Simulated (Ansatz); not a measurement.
**SnO2: a bulk modulus from differences**

It was reached by relaxing an invented guess, and it needn't be the stable form of this composition.

Level of theory: DFT PBE+D3(BJ), scalar-relativistic, plane waves, PAW (Ansatz 0.2.0). Cutoff 420 eV, Γ-centred 12×12×6 mesh (3-atom cell), Gaussian smearing of 0.02 eV, no spin polarisation.

Space group P-3m1 (No. 164). a = 3.216 Å, b = 3.216 Å, c = 4.594 Å, α = 90.00°, β = 90.00°, γ = 120.00°
```tsv
atom	site	symmetry	x	y	z
Sn	1b	-3m.	0.0000	0.0000	0.5000
O	2d	3m.	0.3333	0.6667	0.7200
```

The cell was set to several volumes, with shape and atoms relaxed at each where symmetry leaves them free. Pressure is positive in compression, and energies count from the lowest row.

| row | V (Å³/atom) | P (GPa) | ΔE (meV/atom) | gap on mesh (eV) |
| --- | --- | --- | --- | --- |
| 1 | 12.074 | 7.52 | 30.5 | 1.52 |
| 2 | 12.485 | ? | ? | ? |
| 3 | 12.897 | 2.59 | 5.8 | 1.70 |
| 4 | 13.309 | 1.06 | 1.2 | 1.79 |
| 5 | 13.720 | 0.01 | 0.0 | 1.87 |
| 6 | 14.132 | -0.73 | 1.0 | 1.96 |
| 7 | 14.543 | -1.18 | 3.5 | 2.03 |
| 8 | 15.092 | -1.49 | 8.0 | 2.13 |

Question: Find B = −V·ΔP/ΔV from rows 4 and 6 and from rows 1 and 3, and from the two its slope B′ and its value B0 at zero pressure.

Answer: Rows 4 and 6 give −(13.309 + 14.132)/2 × (-0.73 − (1.06))/(14.132 − 13.309) = 29.8 GPa at a mean pressure of 0.17 GPa. Rows 1 and 3 give −(12.074 + 12.897)/2 × (2.59 − (7.52))/(12.897 − 12.074) = 74.8 GPa at a mean pressure of 5.05 GPa. So B′ = (74.8 − 29.8)/(5.05 − (0.17)) = 9.22 and B0 = 29.8 − 9.22 × (0.17) = 28.2 GPa. A third-order Birch–Murnaghan fit to all the energies gives B0 = 29.4 GPa and B′ = 12.3.

Question: Estimate the pressure and energy of row 2.

Answer: From row 5, V0 = 13.720 × (1 + (0.01)/28.2) = 13.725 Å³/atom. Murnaghan's form P = (B0/B′)·[(V0/V)^B′ − 1] gives (28.2/9.22) × [(13.725/12.485)^9.22 − 1] = 4.26 GPa; the computed pressure is 4.69 GPa, so the estimate is off by -0.43 GPa. The work of compression from row 3, with the mean of the two pressures, gives ΔE = 5.8 + (4.26 + 2.59)/2 × (12.897 − 12.485)/160.2 × 1000 = 14.6 meV/atom (1 eV/Å³ = 160.2 GPa); the computed value is 15.0 meV/atom.

Question: Fit the gap against pressure through the other rows and estimate it at the computed pressure of row 2.

Answer: Over the 7 rows the mean pressure is 1.1114 GPa and the mean gap is 1.857 eV. The sums of products of deviations are S_xx = 59.88 and S_xy = -3.699, so the slope is -3.699/59.88 = -0.06177 (r = -0.94, rms misfit 0.06 eV). At 4.69 GPa the line gives 1.857 + (-0.06177) × (4.69 − 1.1114) = 1.64 eV. The computed value is 1.61 eV, so the line is off by +0.03 eV, no more than the largest miss among the fitted rows (0.11 eV). The rows follow a line poorly: the gap bends, or the lowest transition changes along the series.

Kohn–Sham gaps at this level usually fall short of measured ones. All volumes keep the k mesh of the relaxed cell. Symmetry constrained the relaxation, so the result can be a saddle point.
